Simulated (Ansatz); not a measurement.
# Bi (C2/m) in Ansatz: notebook

The runs below take Bi through single point, equation of state, with LDA.

Everything below comes from runs of Ansatz 0.2.0. Logs are shortened: lines on timing, memory, paths and dates and some standing lists are left out, and cuts for length are marked.

**1. The structure**

Symmetry: C2/m, No. 12, monoclinic system. The conventional cell has a = 6.977 Å, b = 6.265 Å, c = 3.359 Å, α = 90.00°, β = 112.04°, γ = 90.00°. Around Bi (site symmetry m) lie 6 Bi at 3.21 to 3.45 Å.

This isn't the form of Bi at room conditions, which is rhombohedral.

**2. Single point, LDA, 31.98 Å³/atom (volume scaled by 0.94)**

input.yaml

```yaml
crystal:
  lattice:
    - [3.4173821397, -3.0686298933, 0.0]
    - [3.4173821397, 3.0686298933, 0.0]
    - [-1.2345086997, 0.0, 3.0499903288]
  atoms:
    - { symbol: Bi, position: [0.753061, 0.753061, 0.857382] }
    - { symbol: Bi, position: [0.246939, 0.246939, 0.142618] }
kpoints:
  mp_grid: { grid: [6, 6, 9] }
scf:
  occupations: { method: fermi_dirac, width: 0.05 }
hamiltonian:
  xc: lda
  pseudopotentials: { kind: all_electron, lapw: { basis_error: 0.001 } }
output:
  forces: true
  stress: true
  eigenvalues: true
```

Potentials or basis: all-electron LAPW, scalar-relativistic.

Started as:

```sh
ansatz run input.yaml --threads 1 --pin off --max-ram 3072MiB --backend cpu --events-out ev --progress --plain --runs-dir out
```

The log of the run:

```text
Warning: RAYON_NUM_THREADS=1 ignored (pool sized by the plan → 1); use --threads N
LAPW: plane waves up to 7.253 Å⁻¹, error target 1.0e-3 eV per atom; small_component_spin mean_spin; Bi in spheres of 1.573 Å, 37 of its electrons in bands, Dirac shells [] (how accurate: hamiltonian.pseudopotentials.lapw.basis_error, Limitations)
Engine: ansatz 0.2.0, x86_64-unknown-linux-gnu
Pseudopotentials: kind: all_electron
Pseudopotential: Bi, LAPW, valence charge 37, lapw/all_electron/scalar/gaussian/Bi, Koelling and Harmon's equation, gaussian nucleus
Functional definition: SPW92
  exchange = slater_x
  correlation = pw_c
Crystal: 2 atoms, lattice volume = 63.969 Å³
Basis set: ecut = 200.45175720288864 eV, 421 PW (Γ), exchange–correlation at level 2
Bands: 45, of which v1, the nominal top of the filled ones, is band 37 counted from 1 (36 counted from 0)
Symmetry: 4 space group operations
Space group: C2/m (ITA 12), of the structure as read, at distance tolerance 4.0e-5 Å
k-points: 97 of 324
Non-local potential: Bi, projectors of the file, none
Initial density: superposition of atomic densities (chi_scale 0.1, normalization cell)
Initial wavefunctions: plane waves of lowest kinetic energy (no species holds an atomic orbital)
Functional: x = slater, c = lda
iter 1 solved again at ethr=3.37e-5 eV; its pass at ethr=1.00e-1 eV (dr2=2.49e-2 eV) is discarded
SCF iter   1: F=—  HF=-1170790.992295 eV  |F-HF|=—  |Δ(HF+E_count)|=         —  Δρ=7.13e-3  dr2=2.51e-2  ethr=3.37e-5  ⟨swp⟩=3.1  Hψ=27630  notcnv=0
preconditioner: auto → LDOS  [metal: Δε(μ)=0.080 eV  Ē_g=23.225 eV  σ=0.050 eV  W_gap=0.36  n_scr=20 (ndim 8)  ℏωp=25.4 eV  f_vac=0.086  D(μ)=0.92/eV (n_scr^D=4)  β→1.0]
iter 2 solved again at ethr=6.01e-7 eV; its pass at ethr=3.37e-5 eV (dr2=4.44e-4 eV) is discarded
SCF iter   2: F=—  HF=-1170790.983941 eV  |F-HF|=—  |Δ(HF+E_count)|=   8.35e-3  Δρ=8.78e-4  dr2=4.45e-4  ethr=6.01e-7  ⟨swp⟩=2.0  Hψ=21622  notcnv=0
SCF iter   3: F=—  HF=-1170790.979359 eV  |F-HF|=—  |Δ(HF+E_count)|=   4.58e-3  Δρ=3.87e-4  dr2=6.06e-5  ethr=6.01e-7  ⟨swp⟩=3.0  Hψ=13794  notcnv=0
SCF iter   4: F=—  HF=-1170790.977926 eV  |F-HF|=—  |Δ(HF+E_count)|=   1.43e-3  Δρ=1.41e-4  dr2=8.05e-6  ethr=8.19e-8  ⟨swp⟩=2.0  Hψ=12734  notcnv=0
SCF iter   5: F=—  HF=-1170790.977855 eV  |F-HF|=—  |Δ(HF+E_count)|=   7.18e-5  Δρ=4.34e-5  dr2=6.43e-7  ethr=1.09e-8  ⟨swp⟩=2.3  Hψ=12768  notcnv=0
SCF iter   6: F=-1170790.977853 eV  HF=-1170790.977853 eV  |F-HF|=3.47e-8  |Δ(HF+E_count)|=   1.56e-6  Δρ=5.56e-6  dr2=1.36e-8  ethr=8.70e-10  ⟨swp⟩=2.5  Hψ=12793  notcnv=0
SCF 1 converged in 6 iterations: F = -1170790.977853 eV  dr2 = 1.36e-8
SCF converged after 6 iterations
Free energy (F): -1170790.977853 eV
Harris-Foulkes:  -1170790.977853 eV  (|F-HF|=3.47e-8)
Internal energy: -1170790.970056 eV  (E = F + TS)
E sigma→0 (E₀):  -1170790.973954 eV
Entropy (-TS):   -0.007797 eV (-3.899 meV/atom)
Fermi energy:    14.908786 eV
--- Per-component energies (eV) ---
  E_band       = -5276.189828
  E_kinetic    = 1354956.482364
  E_xc         = -20985.420985
  E_electrostatic = -2504762.031435  (all electrons and nuclei)
  E_smearing   = -0.007797  (= −TS)
  E_closure    = 0.000000  (closes the sum)
  E_atoms      = -1170781.911267  (free atoms, spherical and without spin; not in F)
  Σ components = -1170790.977853   (vs F -1170790.977853, Δ=0.00e0)
  Basis errors (estimates in eV, not in F): energy 3.2e-4 per atom: plane waves 3.1e-4 (1.7e-4 summed), levels above the bands 1.4e-87, relativity 9.4e-9, radial functions 1.1e-5, core shells 1.6e-8; eigenvalues (radial functions only) 1.6e-6; not estimated: angular momenta, meshes, grids; target (lapw.basis_error) 1.0e-3; muffin-tin radii Bi 1.573 Å
--- Forces (eV/Å), atoms counted from 1 ---
  atom   1  Bi     0.00401437     0.00000000     0.00066280
  atom   2  Bi    -0.00401437    -0.00000000    -0.00066280
  max |Σ_I F_I| component: 1.08e-19 eV/Å
--- Stress (GPa, compression-positive) ---
       -0.581916       0.000000      -0.171938
        0.000000      -1.375430      -0.000000
       -0.171938      -0.000000       0.026212
  P = ⅓ Tr σ = -0.6437 GPa (-6.437 kbar)
--- Band table (eV; the first three rows and the last of 97) ---
  k-point 0: bands = ["-138.3320", "-138.3319", "-133.5788", "-133.5788", "-133.5788", "-133.5788", "-133.5744", "-133.5744", "-133.5741", "-133.5741", "-133.5710", "-133.5710", "-133.5704", "-133.5704", "-133.5694", "-133.5694", "-76.4539", "-76.4531", "-76.4530", "-76.4506", "-76.4372", "-76.4341", "-8.0515", "-8.0088", "-7.9581", "-7.9299", "-7.8210", "-7.7944", "-7.7731", "-7.7627", "-7.7245", "-7.6221", "1.3445", "5.7068", "11.5967", "11.8917", "17.6118", "18.0937", "18.8113", "19.2498", "19.4251", "22.0438", "23.4370", "23.9425", "24.4801"]
  k-point 1: bands = ["-138.3320", "-138.3319", "-133.5788", "-133.5788", "-133.5788", "-133.5788", "-133.5744", "-133.5744", "-133.5741", "-133.5741", "-133.5710", "-133.5710", "-133.5704", "-133.5704", "-133.5694", "-133.5694", "-76.4538", "-76.4534", "-76.4533", "-76.4506", "-76.4371", "-76.4341", "-8.0443", "-7.9818", "-7.9254", "-7.9246", "-7.8299", "-7.8043", "-7.7845", "-7.7723", "-7.7269", "-7.6272", "1.5301", "5.7550", "11.7179", "12.1824", "16.9498", "17.8397", "17.9990", "18.3179", "18.8235", "22.6815", "23.3717", "23.6491", "24.2108"]
  k-point 2: bands = ["-138.3320", "-138.3319", "-133.5788", "-133.5788", "-133.5788", "-133.5788", "-133.5744", "-133.5744", "-133.5741", "-133.5741", "-133.5710", "-133.5710", "-133.5704", "-133.5704", "-133.5694", "-133.5694", "-76.4542", "-76.4540", "-76.4538", "-76.4506", "-76.4369", "-76.4342", "-8.0258", "-7.9149", "-7.9108", "-7.8521", "-7.8509", "-7.8244", "-7.8135", "-7.7901", "-7.7336", "-7.6414", "2.0737", "5.8898", "12.0677", "12.9439", "14.3010", "16.0214", "17.5426", "18.1784", "18.8832", "22.3250", "22.3426", "23.9414", "24.7574"]
  k-point 96: bands = ["-138.3320", "-138.3319", "-133.5788", "-133.5788", "-133.5788", "-133.5788", "-133.5744", "-133.5744", "-133.5741", "-133.5741", "-133.5710", "-133.5710", "-133.5704", "-133.5704", "-133.5694", "-133.5694", "-76.4556", "-76.4553", "-76.4538", "-76.4504", "-76.4366", "-76.4344", "-7.9450", "-7.9049", "-7.8899", "-7.8773", "-7.8640", "-7.8277", "-7.7850", "-7.7735", "-7.6876", "-7.6756", "4.5021", "5.4036", "10.9061", "12.1514", "12.2969", "14.0228", "16.2334", "17.0393", "21.3061", "23.5111", "23.6776", "24.2623", "25.8816"]
```

Wall time 30 s (1 thread of Intel Xeon at 2.70GHz, shared host); peak memory 0.48 GiB.

Results:

| Property | Result |
| --- | --- |
| Free energy | -1170790.9779 eV |
| Pressure | -0.6 GPa |
| Largest force | 0.004 eV/Å |
| Band gap on the k mesh | none (metal or under the smearing width) |

Caveat: spin-orbit coupling is left out, which moves the levels of the heavy elements.

**3. Single point, LDA, 32.66 Å³/atom (volume scaled by 0.96)**

Edit input.yaml of step 2 so:

```diff
@@ -2,5 +2,5 @@
   lattice:
-    - [3.4173821397, -3.0686298933, 0.0]
-    - [3.4173821397, 3.0686298933, 0.0]
-    - [-1.2345086997, 0.0, 3.0499903288]
+    - [3.441449004, -3.090240675, 0.0]
+    - [3.441449004, 3.090240675, 0.0]
+    - [-1.2432027094, 0.0, 3.0714698416]
   atoms:
```

Potentials or basis: all-electron LAPW, scalar-relativistic.

Started as:

```sh
ansatz run input.yaml --threads 1 --pin off --max-ram 3072MiB --backend cpu --events-out ev --progress --plain --runs-dir out
```

Run time: 42 s. Hardware: 1 thread of Intel Xeon at 2.70GHz, shared host; peak memory 0.48 GiB.

It converged, with:

```
Free energy            : -1170790.9675 eV
Pressure               : -1.8 GPa
Largest force          : 0.035 eV/Å
Band gap on the k mesh : none (metal or under the smearing width)
```

Caveat: spin-orbit coupling is left out, which moves the levels of the heavy elements.

**4. Single point, LDA, 33.35 Å³/atom (volume scaled by 0.98)**

Edit input.yaml of step 3 so:

```diff
@@ -2,5 +2,5 @@
   lattice:
-    - [3.441449004, -3.090240675, 0.0]
-    - [3.441449004, 3.090240675, 0.0]
-    - [-1.2432027094, 0.0, 3.0714698416]
+    - [3.4651838851, -3.1115533531, 0.0]
+    - [3.4651838851, 3.1115533531, 0.0]
+    - [-1.2517767921, 0.0, 3.0926530616]
   atoms:
```

Started as:

```sh
ansatz run input.yaml --threads 1 --pin off --max-ram 3072MiB --backend cpu --events-out ev --progress --plain --runs-dir out
```

It took 30 s on 1 thread of Intel Xeon at 2.70GHz, shared host; peak memory 0.48 GiB.

Results (log left out):

```
Free energy            : -1170790.9482 eV
Pressure               : -2.8 GPa
Largest force          : 0.063 eV/Å
Band gap on the k mesh : none (metal or under the smearing width)
```

Caveat: spin-orbit coupling is left out, which moves the levels of the heavy elements.

**5. Single point, LDA, 34.03 Å³/atom**

Edit input.yaml of step 4 so:

```diff
@@ -2,5 +2,5 @@
   lattice:
-    - [3.4651838851, -3.1115533531, 0.0]
-    - [3.4651838851, 3.1115533531, 0.0]
-    - [-1.2517767921, 0.0, 3.0926530616]
+    - [3.488598, -3.132578, 0.0]
+    - [3.488598, 3.132578, 0.0]
+    - [-1.260235, 0.0, 3.11355]
   atoms:
```

Started as:

```sh
ansatz run input.yaml --threads 1 --pin off --max-ram 3072MiB --backend cpu --events-out ev --progress --plain --runs-dir out
```

Wall time 29 s (1 thread of Intel Xeon at 2.70GHz, shared host); peak memory 0.48 GiB.

It converged, with:

```yaml
Free_energy: -1170790.9209 eV
Pressure: -3.6 GPa
Largest_force: 0.091 eV/Å
Band_gap_on_the_k_mesh: none (metal or under the smearing width)
```

Caveat: spin-orbit coupling is left out, which moves the levels of the heavy elements.

**6. Single point, LDA, 34.71 Å³/atom (volume scaled by 1.02)**

Edit input.yaml of step 5 so:

```diff
@@ -2,5 +2,5 @@
   lattice:
-    - [3.488598, -3.132578, 0.0]
-    - [3.488598, 3.132578, 0.0]
-    - [-1.260235, 0.0, 3.11355]
+    - [3.5117019713, -3.1533241543, 0.0]
+    - [3.5117019713, 3.1533241543, 0.0]
+    - [-1.2685811704, 0.0, 3.1341701374]
   atoms:
```

Potentials or basis: all-electron LAPW, scalar-relativistic.

Started as:

```sh
ansatz run input.yaml --threads 1 --pin off --max-ram 3072MiB --backend cpu --events-out ev --progress --plain --runs-dir out
```

Wall time 29 s (1 thread of Intel Xeon at 2.70GHz, shared host); peak memory 0.48 GiB.

It converged, with:

| Item | Value |
| --- | --- |
| Free energy | -1170790.8865 eV |
| Pressure | -4.4 GPa |
| Largest force | 0.116 eV/Å |
| Band gap on the k mesh | none (metal or under the smearing width) |

Caveat: spin-orbit coupling is left out, which moves the levels of the heavy elements.

**7. Single point, LDA, 35.39 Å³/atom (volume scaled by 1.04)**

Edit input.yaml of step 6 so:

```diff
@@ -2,5 +2,5 @@
   lattice:
-    - [3.5117019713, -3.1533241543, 0.0]
-    - [3.5117019713, 3.1533241543, 0.0]
-    - [-1.2685811704, 0.0, 3.1341701374]
+    - [3.5345058698, -3.1738008589, 0.0]
+    - [3.5345058698, 3.1738008589, 0.0]
+    - [-1.2768189413, 0.0, 3.1545224618]
   atoms:
```

Started as:

```sh
ansatz run input.yaml --threads 1 --pin off --max-ram 3072MiB --backend cpu --events-out ev --progress --plain --runs-dir out
```

It took 39 s on 1 thread of Intel Xeon at 2.70GHz, shared host; peak memory 0.48 GiB.

Results (log left out):

```
Free energy            : -1170790.8460 eV
Pressure               : -5.1 GPa
Largest force          : 0.140 eV/Å
Band gap on the k mesh : none (metal or under the smearing width)
```

Caveat: spin-orbit coupling is left out, which moves the levels of the heavy elements.

**8. Single point, LDA, 36.07 Å³/atom (volume scaled by 1.06)**

Edit input.yaml of step 7 so:

```diff
@@ -2,5 +2,5 @@
   lattice:
-    - [3.5345058698, -3.1738008589, 0.0]
-    - [3.5345058698, 3.1738008589, 0.0]
-    - [-1.2768189413, 0.0, 3.1545224618]
+    - [3.5570192531, -3.194016696, 0.0]
+    - [3.5570192531, 3.194016696, 0.0]
+    - [-1.2849517653, 0.0, 3.1746155033]
   atoms:
```

Started as:

```sh
ansatz run input.yaml --threads 1 --pin off --max-ram 3072MiB --backend cpu --events-out ev --progress --plain --runs-dir out
```

Wall time 40 s (1 thread of Intel Xeon at 2.70GHz, shared host); peak memory 0.48 GiB.

Results (log left out):

```
Free energy            : -1170790.7999 eV
Pressure               : -5.7 GPa
Largest force          : 0.163 eV/Å
Band gap on the k mesh : none (metal or under the smearing width)
```

Caveat: spin-orbit coupling is left out, which moves the levels of the heavy elements.

**9. Equation of state, LDA**

Potentials or basis: all-electron LAPW, scalar-relativistic.

This step only gathers the single runs of the series.

What came out:

```
Equilibrium volume                        : 31.63 Å³/atom (rough: see the caveat)
Bulk modulus at fixed shape and positions : 59 GPa (rough)
```

Energy against volume, from the lowest point:
| volume (Å³/atom) | energy (meV/atom) |
| --- | --- |
| 31.984 | 0.00 |
| 32.665 | 5.18 |
| 33.345 | 14.85 |
| 34.026 | 28.50 |
| 34.706 | 45.66 |
| 35.387 | 65.94 |
| 36.067 | 88.95 |

Caveat: the minimum lies outside the volumes run; the cell was scaled at fixed shape and fractional positions, which overstates the stiffness of a crystal with free parameters, most of all of layers and chains; spin-orbit coupling is left out, which moves the levels of the heavy elements.
